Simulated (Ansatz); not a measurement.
**KNbO3 (Pm-3m): equation of state**

How stiff is KNbO3 (Pm-3m)? Energies and pressures are computed at volumes on both sides of the relaxed cell and fitted.

Method: DFT PBE, scalar-relativistic, plane waves, PAW, in Ansatz 0.2.0.

## (1) The system as given

The structure is cubic, space group Pm-3m (No. 221). Conventional cell: a = 4.026 Å, b = 4.026 Å, c = 4.026 Å, α = 90.00°, β = 90.00°, γ = 90.00°. K (site symmetry m-3m) has 12 O at 2.85 Å as nearest neighbours. Nb (site symmetry m-3m) is surrounded by 6 O at 2.01 Å. O (site symmetry 4/mmm) is surrounded by 2 Nb at 2.01 Å and 4 K at 2.85 Å.

Structure file:

```cif
data_structure
_symmetry_space_group_name_H-M 'P 1'
_symmetry_Int_Tables_number 1
_cell_length_a 4.0264
_cell_length_b 4.0264
_cell_length_c 4.0264
_cell_angle_alpha 90.000
_cell_angle_beta 90.000
_cell_angle_gamma 90.000
_cell_volume 65.28
loop_
_atom_site_label
_atom_site_type_symbol
_atom_site_fract_x
_atom_site_fract_y
_atom_site_fract_z
_atom_site_occupancy
K1 K 0.00000 0.00000 0.00000 1
Nb1 Nb 0.50000 0.50000 0.50000 1
O1 O 0.00000 0.50000 0.50000 1
O2 O 0.50000 0.00000 0.50000 1
O3 O 0.50000 0.50000 0.00000 1
```

An earlier run at PBE left this cell at 13.055 Å³/atom and 0.00 GPa (6×6×6 mesh).

Volume factors to run: 0.980, 1.020, 0.960, 1.040.

## (2) At 0.980 of the relaxed volume

File input.yaml:

```yaml
crystal:
  lattice:
    - [3.9993821167, 0.0, 0.0]
    - [0.0, 3.9993821167, 0.0]
    - [0.0, 0.0, 3.9993821167]
  atoms:
    - { symbol: K, position: [0.0, 0.0, 0.0] }
    - { symbol: Nb, position: [0.5, 0.5, 0.5] }
    - { symbol: O, position: [0.0, 0.5, 0.5] }
    - { symbol: O, position: [0.5, 0.0, 0.5] }
    - { symbol: O, position: [0.5, 0.5, 0.0] }
basis:
  ecutwfc: 420
  ecutrho_ratio: 4
kpoints:
  mp_grid: { grid: [6, 6, 6] }
hamiltonian:
  xc: pbe
scf:
  occupations: { method: gaussian, width: 0.05 }
output:
  forces: true
  stress: true
  eigenvalues: true
```

Launch:

```
ansatz run input.yaml --threads 2 --pin off --max-ram 5120MiB --backend cpu --events-out ev --progress --plain --runs-dir out
```

Further steps of the session: At 1.020 of the relaxed volume; Scaling the volume by 0.960; Scaling the volume by 1.040.

Q: Predict the outcome of this session. Wanted: V0; B0; scatter of the fit.

**Answer**, as computed:

| quantity | value |
| --- | --- |
| V0 | 13.058 Å³/atom |
| B0 | 177 GPa |
| scatter of the fit | 0.010 meV/atom |

What this shows: A third-order Birch–Murnaghan fit puts the minimum at 13.06 Å³/atom with a bulk modulus of 177 GPa. One per cent of compression takes about 1.8 GPa. The gap on the mesh shrinks from 1.61 to 1.45 eV as the cell expands over this range. These are values at 0 K without zero-point motion.
